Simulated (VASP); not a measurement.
A run of VASP 6.6.1:

INCAR

```
SYSTEM = Mn3Sn
PREC = Accurate ; ENCUT = 600
EDIFF = 1E-7 ; ISMEAR = -1
SIGMA = 0.05 ; LREAL = .False.
LASPH = .True. ; NELM = 100
ALGO = Normal ; ISIF = 3
LWAVE = .False. ; LCHARG = .False.
LNONCOLLINEAR = .True. ; MAGMOM = 0 -3 0 -2.5981 1.5 0 2.5981 1.5 0 0 -3 0 -2.5981 1.5 0 2.5981 1.5 0 0 0 0 0 0 0
LORBIT = 11 ; LMAXMIX = 4
GGA = PE ; IBRION = 2
NSW = 40 ; EDIFFG = -0.005
KPAR = 8
```

KPOINTS

```
Automatic mesh
0
Gamma
  8 8 9
  0 0 0
```

File POSCAR:

```
Mn3Sn
1.0
    5.6624000000      0.0000000000      0.0000000000
   -2.8312000000      4.9037822464      0.0000000000
    0.0000000000      0.0000000000      4.5286000000
Mn Sn
6 2
Direct
    0.8380660000      0.6761320000      0.7500000000
    0.3238680000      0.1619340000      0.7500000000
    0.8380660000      0.1619340000      0.7500000000
    0.1619340000      0.3238680000      0.2500000000
    0.6761320000      0.8380660000      0.2500000000
    0.1619340000      0.8380660000      0.2500000000
    0.6666666700      0.3333333300      0.2500000000
    0.3333333300      0.6666666700      0.7500000000
```

Potentials or basis: VASP PAW PBE potentials, release 64 (Mn_pv, Sn_d).

The run is started by

```bash
$ cat potpaw_PBE.64/Mn_pv/POTCAR potpaw_PBE.64/Sn_d/POTCAR > POTCAR
$ mpirun -np 8 vasp_ncl > vasp.out
```

Hardware: 8 MPI ranks on Intel(R) Xeon(R) Platinum 8488C (Sapphire Rapids), on a shared host.

Q: How long does it take, and how much memory?

A: Run time: 3.2 h on 8 MPI ranks on Intel(R) Xeon(R) Platinum 8488C (Sapphire Rapids) (shared host), peak memory 3.6 GiB a rank. Counts: scf iterations 167, k points 165, ion steps 8.
